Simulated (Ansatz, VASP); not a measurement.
# HfSiO4 (Hafnon): VASP beside Ansatz, part 2 of 3

One calculation is typed for both programs; each brings its own data sets. How far apart do they land? The structure shown comes from an earlier Ansatz run, which isn't shown and may have moved the atoms alone.

VASP 6.6.1 and Ansatz 0.2.0.

So far: Set-up; Ansatz: elastic constants, LDA.

## Step 3: VASP: elastic constants, LDA

Level of this step: LDA; plane waves and PAW (Hf_pv, Si, O) (VASP).

The same cell, functional (in two slightly different forms), mesh and smearing now go to VASP, with its own data sets.

Lines of VASP's logs that name or quote its potential files are left out, and so is its time.

The input, INCAR:

```
SYSTEM = HfSiO4
PREC = Accurate
ENCUT = 600
EDIFF = 1E-08
NELM = 120
ISMEAR = -1
SIGMA = 0.8
LREAL = .FALSE.
ALGO = Normal
GGA = PW92
NBANDS = 50
LASPH = .TRUE.
LORBIT = 11
LWAVE = .FALSE.
LCHARG = .FALSE.
ISIF = 3
IBRION = 6
NFREE = 2
POTIM = 0.015
NSW = 1
GGA_COMPAT = .FALSE.
EFERMI = MIDGAP
KPAR = 2
```

The input, POSCAR:

```
HfSiO4
1.0
   -3.2683284685      3.2683284685      2.9663098331
    3.2683284685     -3.2683284685      2.9663098331
    3.2683284685      3.2683284685     -2.9663098331
Hf Si O
2 2 8
Direct
    0.7500000000      0.2500000000      0.5000000000
    0.0000000000      0.0000000000      0.0000000000
    0.2500000000      0.7500000000      0.5000000000
    0.5000000000      0.5000000000      0.0000000000
    0.1335403605      0.3184887267      0.8150516338
    0.0684887267      0.7534370929      0.6849483662
    0.5034370929      0.3184887267      0.1849483662
    0.0684887267      0.3835403605      0.3150516338
    0.6164596395      0.9315112733      0.6849483662
    0.6815112733      0.8664596395      0.1849483662
    0.2465629071      0.9315112733      0.3150516338
    0.6815112733      0.4965629071      0.8150516338
```

The input, KPOINTS:

```
Automatic mesh
0
Gamma
4 4 4
0 0 0
```

The projector-augmented-wave data sets are Hf_pv, Si and O (LDA family, release 64).

Started as:

```
$ mpirun -np 2 vasp_std
```

Output:

```text
[banner, memory and clock lines left out]
running    2 mpi-ranks, on    1 nodes
 distrk:  each k-point on    1 cores,    2 groups
 distr:  one band on    1 cores,    1 groups

 POSCAR found type information on POSCAR HfSiO
 POSCAR found :  3 types and      12 ions
|                                                                             |
|               ----> ADVICE to this user running VASP <----                  |
|                                                                             |
|     You enforced a specific xc type in the INCAR file but a different       |
|     [... a line on the potential file left out ...]
|     I HOPE YOU KNOW WHAT YOU ARE DOING!                                     |
|                                                                             |

 LDA part: xc-table for (Slater(with rela. corr.)+PW92), standard interpolation
 POSCAR, INCAR and KPOINTS ok, starting setup
 FFT: planning ... GRIDC
 FFT: planning ... GRID_SOFT
 FFT: planning ... GRID
 WAVECAR not read
 entering main loop
       N       E                     dE             d eps       ncg     rms          rms(c)
DAV:   1     0.481776074697E+03    0.48178E+03   -0.46012E+04  1300   0.166E+03
DAV:   2    -0.104854322818E+03   -0.58663E+03   -0.56516E+03  1576   0.388E+02
DAV:   3    -0.135794940859E+03   -0.30941E+02   -0.30777E+02  1592   0.844E+01
DAV:   4    -0.136201927904E+03   -0.40699E+00   -0.40595E+00  1672   0.105E+01
DAV:   5    -0.136207172650E+03   -0.52447E-02   -0.52264E-02  1624   0.112E+00    0.778E+01
DAV:   6    -0.119833171227E+03    0.16374E+02   -0.67169E+01  1462   0.371E+01    0.634E+01
DAV:   7    -0.119565798076E+03    0.26737E+00   -0.29786E+00  1622   0.833E+00    0.413E+01
DAV:   8    -0.119478199630E+03    0.87598E-01   -0.41622E-01  1572   0.382E+00    0.968E+00
DAV:   9    -0.119442428268E+03    0.35771E-01   -0.13083E-01  1470   0.187E+00    0.241E+00
DAV:  10    -0.119441899172E+03    0.52910E-03   -0.69560E-03  1654   0.436E-01    0.272E-01
DAV:  11    -0.119441810274E+03    0.88897E-04   -0.93052E-04  1544   0.147E-01    0.466E-01
DAV:  12    -0.119441804263E+03    0.60111E-05   -0.12991E-04  1486   0.498E-02    0.187E-01
DAV:  13    -0.119441809694E+03   -0.54302E-05   -0.30794E-05  1696   0.174E-02    0.473E-02
DAV:  14    -0.119441810887E+03   -0.11933E-05   -0.16112E-05  1558   0.466E-03    0.725E-03
[...]
DAV:  32    -0.119441817849E+03   -0.32875E-07   -0.33782E-07   698   0.181E-06    0.492E-06
DAV:  33    -0.119441817878E+03   -0.28688E-07   -0.27788E-07   698   0.143E-06    0.533E-06
DAV:  34    -0.119441817901E+03   -0.22872E-07   -0.22914E-07   698   0.153E-06    0.473E-06
DAV:  35    -0.119441817920E+03   -0.19259E-07   -0.19114E-07   698   0.101E-06    0.543E-06
DAV:  36    -0.119441817935E+03   -0.15270E-07   -0.15994E-07   698   0.126E-06    0.488E-06
DAV:  37    -0.119441817950E+03   -0.14255E-07   -0.13534E-07   698   0.900E-07    0.530E-06
DAV:  38    -0.119441817960E+03   -0.10783E-07   -0.11496E-07   694   0.911E-07    0.501E-06
DAV:  39    -0.119441817970E+03   -0.94606E-08   -0.98361E-08   692   0.903E-07
   1 F= -.11944182E+03 E0= -.11869825E+03  d E =-.148714E+01
[... from here on, the cycles between the ionic steps are left out ...]
  21 F= -.11943554E+03 E0= -.11869177E+03  d E =-.148753E+01
  22 F= -.11944124E+03 E0= -.11869760E+03  d E =-.148728E+01
  23 F= -.11944124E+03 E0= -.11869761E+03  d E =-.148727E+01
  24 F= -.11943614E+03 E0= -.11869177E+03  d E =-.148875E+01
  25 F= -.11944036E+03 E0= -.11869748E+03  d E =-.148577E+01
  26 F= -.11943747E+03 E0= -.11869198E+03  d E =-.149098E+01
 Finite differences progress:
  Degree of freedom:  13/ 13
  Displacement:        1/  2
  Total:              25/ 26
 bond charge predicted
       N       E                     dE             d eps       ncg     rms          rms(c)
DAV:   1    -0.119439886477E+03   -0.24189E-02   -0.38275E+00  2400   0.910E+00    0.888E-01
DAV:   2    -0.119442701942E+03   -0.28155E-02   -0.57605E-02  2870   0.110E+00    0.545E-01
DAV:   3    -0.119441661958E+03    0.10400E-02   -0.22659E-03  3064   0.270E-01    0.241E-01
DAV:   4    -0.119441567205E+03    0.94753E-04   -0.85711E-04  2888   0.140E-01    0.701E-02
DAV:   5    -0.119441569176E+03   -0.19702E-05   -0.81491E-05  2856   0.508E-02    0.258E-02
DAV:   6    -0.119441567754E+03    0.14220E-05   -0.57939E-06  3032   0.140E-02    0.120E-02
DAV:   7    -0.119441567264E+03    0.48944E-06   -0.30088E-06  2816   0.977E-03    0.309E-03
DAV:   8    -0.119441567273E+03   -0.92341E-08   -0.65620E-07  2832   0.438E-03    0.145E-03
DAV:   9    -0.119441567288E+03   -0.14456E-07   -0.19792E-07  2808   0.142E-03    0.750E-04
DAV:  10    -0.119441567294E+03   -0.66029E-08   -0.94661E-08  1608   0.636E-04
  27 F= -.11944157E+03 E0= -.11869976E+03  d E =-.148361E+01
 Finite differences progress:
  Degree of freedom:  13/ 13
  Displacement:        2/  2
  Total:              26/ 26
```

From OUTCAR (step 3):

```text
ion  position               nearest neighbor table
   1  0.750  0.250  0.500-   7 2.10  12 2.10  10 2.10   5 2.10   8 2.24   9 2.24   6 2.24  11 2.24
                             3 2.97   3 2.97   2 3.59   2 3.59   2 3.59   2 3.59
   2  0.000  0.000  0.000-   6 2.10  11 2.10   9 2.10   8 2.10  10 2.24   5 2.24   7 2.24  12 2.24
                             4 2.97   4 2.97   1 3.59   1 3.59   1 3.59   1 3.59
   3  0.250  0.750  0.500-   8 1.62   9 1.62   6 1.62  11 1.62   1 2.97   1 2.97
   4  0.500  0.500  0.000-   5 1.62  10 1.62   7 1.62  12 1.62   2 2.97   2 2.97
   5  0.134  0.318  0.815-   4 1.62   1 2.10   2 2.24
   6  0.068  0.753  0.685-   3 1.62   2 2.10   1 2.24
   7  0.503  0.318  0.185-   4 1.62   1 2.10   2 2.24
   8  0.068  0.384  0.315-   3 1.62   2 2.10   1 2.24
   9  0.616  0.932  0.685-   3 1.62   2 2.10   1 2.24
  10  0.682  0.866  0.185-   4 1.62   1 2.10   2 2.24
  11  0.247  0.932  0.315-   3 1.62   2 2.10   1 2.24
  12  0.682  0.497  0.815-   4 1.62   1 2.10   2 2.24

  LATTYP: Found a body centered tetragonal cell.
 ALAT       =     6.5366569370
 C/A-ratio  =     0.9075923249

 Subroutine GETGRP returns: Found 16 space group operations
 (whereof  8 operations were pure point group operations)

The static configuration has the point symmetry D_2d.
 The point group associated with its full space group is D_4h.

 Found     13 irreducible k-points:

   k-points           NKPTS =     13   k-points in BZ     NKDIM =     13   number of bands    NBANDS=     50

   dimension x,y,z NGX =    48 NGY =   48 NGZ =   48
   dimension x,y,z NGXF=    96 NGYF=   96 NGZF=   96

   ENCUT  =  600.0 eV  44.10 Ry    6.64 a.u.  10.97 10.97 10.97*2*pi/ulx,y,z

   NELECT =      76.0000    total number of electrons

 k-points in reciprocal lattice and weights: Automatic mesh
   0.00000000  0.00000000  0.00000000       0.016
   0.25000000  0.00000000  0.00000000       0.125
   0.50000000  0.00000000  0.00000000       0.062
   0.25000000  0.25000000  0.00000000       0.125
   0.50000000  0.25000000  0.00000000       0.250
  -0.25000000  0.25000000  0.00000000       0.062
   0.50000000  0.50000000  0.00000000       0.031
   0.25000000  0.25000000  0.25000000       0.031
  -0.25000000  0.25000000  0.25000000       0.062
   0.50000000  0.50000000  0.25000000       0.062
  -0.25000000  0.50000000  0.25000000       0.125
  -0.25000000 -0.25000000  0.25000000       0.031
   0.50000000  0.50000000  0.50000000       0.016

 average (electrostatic) potential at core
       1 -37.5645       2 -37.5569       3 -85.8692       4 -85.9002       5 -71.3297
       6 -71.3255       7 -71.3261       8 -71.3255       9 -71.3166      10 -71.3343
      11 -71.3246      12 -71.3343

 E-fermi :   6.0259

 k-point     1 :       0.0000    0.0000    0.0000
  band No.  band energies     occupation
    ...
     34       2.5262      1.97513
     35       2.6017      1.97270
     36       2.6122      1.97234
     37       2.6123      1.97234
     38       3.1707      1.94518
     39       9.0586      0.04416
     40       9.3480      0.03096
     41       9.3626      0.03041
     42       9.5317      0.02469
     43       9.5399      0.02444
    ...

 k-point     2 :       0.2500    0.0000    0.0000
  band No.  band energies     occupation
    ...
     34       2.2214      1.98294
     35       2.4477      1.97743
     36       2.5590      1.97410
     37       2.8206      1.96426
     38       3.0597      1.95211
     39       8.9400      0.05103
     40       9.2011      0.03708
     41       9.5112      0.02532
     42       9.8231      0.01721
     43      10.2199      0.01052
    ...

 k-point     3 :       0.5000    0.0000    0.0000
  band No.  band energies     occupation
    ...
     34       2.0249      1.98663
     35       2.1998      1.98339
     36       2.3177      1.98078
     37       2.9001      1.96060
     38       2.9939      1.95581
     39       8.9226      0.05212
     40       9.0732      0.04338
     41       9.8951      0.01574
     42      10.0970      0.01225
     43      10.1987      0.01080
    ...

[...]
0.000000  0.000000  2.966310     0.000000    0.000000   -0.413172
      3.268328  2.059384 -1.076837     0.000000    0.235189    0.163962
      4.477272 -0.000000  0.406318     0.235189    0.000000   -0.163962
     -0.000000  1.208944  1.889472     0.000000   -0.235189    0.163962
      2.059384  0.000000  0.406318    -0.235189    0.000000   -0.163962
      3.268328  1.208944  2.559992    -0.000000   -0.235189   -0.163962
      1.208944 -0.000000  4.043147     0.235189   -0.000000    0.163962
      3.268328 -1.208944  2.559992     0.000000    0.235189   -0.163962
      2.059384  3.268328  1.076837    -0.235189   -0.000000    0.163962

   2 f  =   29.931932 THz   188.067877 2PiTHz  998.421789 cm-1   123.788469 meV
             X         Y         Z           dx          dy          dz
      0.000000  3.268328  1.483155    -0.000000   -0.000000    0.005914
      0.000000  0.000000  0.000000     0.000000   -0.000000    0.005914
      3.268328  0.000000  1.483155    -0.000000   -0.000000   -0.447525
      0.000000  0.000000  2.966310     0.000000    0.000000   -0.447525
      3.268328  2.059384 -1.076837    -0.000000    0.233211    0.143298
      4.477272 -0.000000  0.406318    -0.233211   -0.000000    0.143298
     -0.000000  1.208944  1.889472    -0.000000   -0.233211    0.143298
      2.059384  0.000000  0.406318     0.233211   -0.000000    0.143298
      3.268328  1.208944  2.559992     0.000000    0.233211    0.143298
      1.208944 -0.000000  4.043147     0.233211   -0.000000    0.143298
      3.268328 -1.208944  2.559992    -0.000000   -0.233211    0.143298
      2.059384  3.268328  1.076837    -0.233211    0.000000    0.143298

   3 f  =   29.037118 THz   182.445592 2PiTHz  968.573992 cm-1   120.087816 meV
             X         Y         Z           dx          dy          dz
      0.000000  3.268328  1.483155     0.000000   -0.000000   -0.000000
      0.000000  0.000000  0.000000    -0.000000   -0.000000   -0.000000
      3.268328  0.000000  1.483155     0.000000   -0.000000   -0.000000
      0.000000  0.000000  2.966310    -0.000000    0.000000   -0.000000
      3.268328  2.059384 -1.076837     0.000000    0.284513    0.209887
      4.477272 -0.000000  0.406318    -0.284513   -0.000000    0.209887
     -0.000000  1.208944  1.889472    -0.000000   -0.284513    0.209887
      2.059384  0.000000  0.406318     0.284513   -0.000000    0.209887
      3.268328  1.208944  2.559992     0.000000   -0.284513   -0.209887
      1.208944 -0.000000  4.043147    -0.284513   -0.000000   -0.209887
      3.268328 -1.208944  2.559992     0.000000    0.284513   -0.209887
      2.059384  3.268328  1.076837     0.284513    0.000000   -0.209887

   4 f  =   28.044212 THz   176.206980 2PiTHz  935.454218 cm-1   115.981489 meV
             X         Y         Z           dx          dy          dz
      0.000000  3.268328  1.483155    -0.000000    0.000000   -0.000000
      0.000000  0.000000  0.000000     0.000000   -0.000000   -0.000000
      3.268328  0.000000  1.483155    -0.000000    0.000000   -0.000000
      0.000000  0.000000  2.966310     0.000000   -0.000000   -0.000000
      3.268328  2.059384 -1.076837     0.000000    0.317751    0.155030
      4.477272 -0.000000  0.406318     0.317751    0.000000   -0.155030
     -0.000000  1.208944  1.889472     0.000000   -0.317751    0.155030
      2.059384  0.000000  0.406318    -0.317751   -0.000000   -0.155030
      3.268328  1.208944  2.559992    -0.000000    0.317751    0.155030
      1.208944 -0.000000  4.043147    -0.317751    0.000000   -0.155030
      3.268328 -1.208944  2.559992    -0.000000   -0.317751    0.155030
      2.059384  3.268328  1.076837     0.317751   -0.000000   -0.155030

   5 f  =   28.008376 THz   175.981817 2PiTHz  934.258862 cm-1   115.833284 meV
             X         Y         Z           dx          dy          dz
      0.000000  3.268328  1.483155    -0.000000   -0.010999   -0.000000
      0.000000  0.000000  0.000000     0.000000    0.010999    0.000000
      3.268328  0.000000  1.483155    -0.000000   -0.398248    0.000000
      0.000000  0.000000  2.966310     0.000000    0.398248   -0.000000
      3.268328  2.059384 -1.076837    -0.000000   -0.314484   -0.267837
      4.477272 -0.000000  0.406318     0.000000   -0.001359   -0.000000
     -0.000000  1.208944  1.889472    -0.000000   -0.314484    0.267837
      2.059384  0.000000  0.406318    -0.000000   -0.001359   -0.000000
      3.268328  1.208944  2.559992    -0.000000    0.314484    0.267837
      1.208944 -0.000000  4.043147    -0.000000    0.001359   -0.000000
      3.268328 -1.208944  2.559992     0.000000    0.314484   -0.267837
      2.059384  3.268328  1.076837     0.000000    0.001359   -0.000000

   6 f  =   28.008376 THz   175.981817 2PiTHz  934.258862 cm-1   115.833284 meV
             X         Y         Z           dx          dy          dz
      0.000000  3.268328  1.483155    -0.010999    0.000000   -0.000000
      0.000000  0.000000  0.000000     0.010999   -0.000000   -0.000000
      3.268328  0.000000  1.483155    -0.398248    0.000000    0.000000
      0.000000  0.000000  2.966310     0.398248   -0.000000    0.000000
      3.268328  2.059384 -1.076837     0.001359   -0.000000   -0.000000
      4.477272 -0.000000  0.406318     0.314484    0.000000   -0.267837
     -0.000000  1.208944  1.889472     0.001359    0.000000   -0.000000
      2.059384  0.000000  0.406318     0.314484   -0.000000    0.267837
      3.268328  1.208944  2.559992    -0.001359   -0.000000   -0.000000
      1.208944 -0.000000  4.043147    -0.314484   -0.000000   -0.267837
      3.268328 -1.208944  2.559992    -0.001359    0.000000   -0.000000
      2.059384  3.268328  1.076837    -0.314484   -0.000000    0.267837

   7 f  =   26.490274 THz   166.443300 2PiTHz  883.620424 cm-1   109.554921 meV
             X         Y         Z           dx          dy          dz
      0.000000  3.268328  1.483155    -0.000000    0.016973    0.000000
      0.000000  0.000000  0.000000     0.000000    0.016973   -0.000000
      3.268328  0.000000  1.483155     0.000000    0.422339   -0.000000
      0.000000  0.000000  2.966310     0.000000    0.422339    0.000000
      3.268328  2.059384 -1.076837     0.000000   -0.322878   -0.237069
      4.477272 -0.000000  0.406318    -0.000000    0.014777    0.000000
     -0.000000  1.208944  1.889472     0.000000   -0.322878    0.237069
      2.059384  0.000000  0.406318    -0.000000    0.014777   -0.000000
      3.268328  1.208944  2.559992     0.000000   -0.322878   -0.237069
      1.208944 -0.000000  4.043147    -0.000000    0.014777   -0.000000
      3.268328 -1.208944  2.559992    -0.000000   -0.322878    0.237069
      2.059384  3.268328  1.076837    -0.000000    0.014777    0.000000

   8 f  =   26.490274 THz   166.443300 2PiTHz  883.620424 cm-1   109.554921 meV
             X         Y         Z           dx          dy          dz
      0.000000  3.268328  1.483155    -0.016973    0.000000   -0.000000
      0.000000  0.000000  0.000000    -0.016973    0.000000    0.000000
      3.268328  0.000000  1.483155    -0.422339    0.000000    0.000000
      0.000000  0.000000  2.966310    -0.422339    0.000000   -0.000000
      3.268328  2.059384 -1.076837    -0.014777   -0.000000   -0.000000
      4.477272 -0.000000  0.406318     0.322878    0.000000   -0.237069
     -0.000000  1.208944  1.889472    -0.014777    0.000000   -0.000000
      2.059384  0.000000  0.406318     0.322878    0.000000    0.237069
      3.268328  1.208944  2.559992    -0.014777   -0.000000   -0.000000
    [... 421 further lines ...]
      3.268328 -1.208944  2.559992    -0.133041    0.108886   -0.000011
      2.059384  3.268328  1.076837    -0.133101    0.108838    0.000014

 ELASTIC MODULI CONTR FROM IONIC RELAXATION (kBar)
 Direction    XX          YY          ZZ          XY          YZ          ZX
 --------------------------------------------------------------------------------
 XX        -822.5297    485.1826   -137.6836     -0.0000     -0.0000     -0.0000
 YY         485.1826   -822.5297   -137.6836     -0.0000      0.0000     -0.0000
 ZZ        -137.6836   -137.6836   -182.6606      0.0000      0.0000     -0.0000
 XY           0.0000     -0.0000      0.0000     -9.3249      0.0000     -0.0000
 YZ          -0.0000      0.0000      0.0000     -0.0000   -565.1746      0.0000
 ZX           0.0000     -0.0000     -0.0000     -0.0000      0.0000   -565.1747
 --------------------------------------------------------------------------------

 TOTAL ELASTIC MODULI (kBar)
 Direction    XX          YY          ZZ          XY          YZ          ZX
 --------------------------------------------------------------------------------
 XX        4381.3724    710.6461   1481.9915     -0.0000     -0.0000     -0.0000
 YY         710.6461   4381.3724   1481.9915     -0.0000      0.0000     -0.0000
 ZZ        1481.9915   1481.9915   4855.4445      0.0000      0.0000     -0.0000
 XY           0.0000     -0.0000      0.0000    472.3905      0.0000     -0.0000
 YZ          -0.0000      0.0000      0.0000     -0.0000   1086.0448      0.0000
 ZX           0.0000     -0.0000     -0.0000     -0.0000      0.0000   1086.0447
 --------------------------------------------------------------------------------

 total charge
# of ion       s       p       d       tot
------------------------------------------
    1        0.299   6.634   1.472   8.405
    2        0.299   6.634   1.472   8.405
    3        0.678   1.045   0.000   1.722
    4        0.678   1.045   0.000   1.722
    5        1.545   3.605   0.000   5.150
    6        1.545   3.605   0.000   5.150
    7        1.545   3.605   0.000   5.150
    8        1.545   3.605   0.000   5.150
    9        1.545   3.605   0.000   5.150
   10        1.545   3.605   0.000   5.150
   11        1.545   3.605   0.000   5.150
   12        1.545   3.605   0.000   5.150
--------------------------------------------------
tot         14.311  44.197   2.944  61.452

[... 2 further parts left out ...]
```

CONTCAR:

```
HfSiO4
   1.00000000000000
    -3.2683284685000000    3.2683284685000000    2.9663098331000000
     3.2683284685000000   -3.2683284685000000    2.9663098331000000
     3.2683284685000000    3.2683284685000000   -2.9663098331000000
  Hf              Si              O
     2     2     8
Direct
     0.7500000000000000    0.2500000000000000    0.5000000000000000
     0.0000000000000000    0.0000000000000000    0.0000000000000000
     0.2500000000000000    0.7500000000000000    0.5000000000000000
     0.5000000000000000    0.5000000000000000    0.0000000000000000
     0.1310119664946566    0.3159603326946536    0.8150516338000031
     0.0684887266999965    0.7534370929000005    0.6849483661999969
     0.5034370929000005    0.3184887266999965    0.1849483661999969
     0.0684887266999965    0.3835403604999996    0.3150516338000031
     0.6164596395000004    0.9315112733000035    0.6849483661999969
     0.6815112733000035    0.8664596395000004    0.1849483661999969
     0.2465629070999995    0.9315112733000035    0.3150516338000031
     0.6815112733000035    0.4965629070999995    0.8150516338000031
```

Levels, forces or a CONTCAR printed for this step are those of its last displaced cell, not of the structure at rest.

[end of part 2 of 3]

[Lines on the potential files, build, host, timing and source positions are cut from VASP's logs without a mark.]

[Logs are printed without paths, hosts, clocks, repeated set-up lines and the standing remarks that a program may print on its own settings, such as how far it seeks lower states.]

[Hosts, paths, dates, database ids (printed as entryN), source tags and the programs' standing remarks are cut or masked in the printed files.]
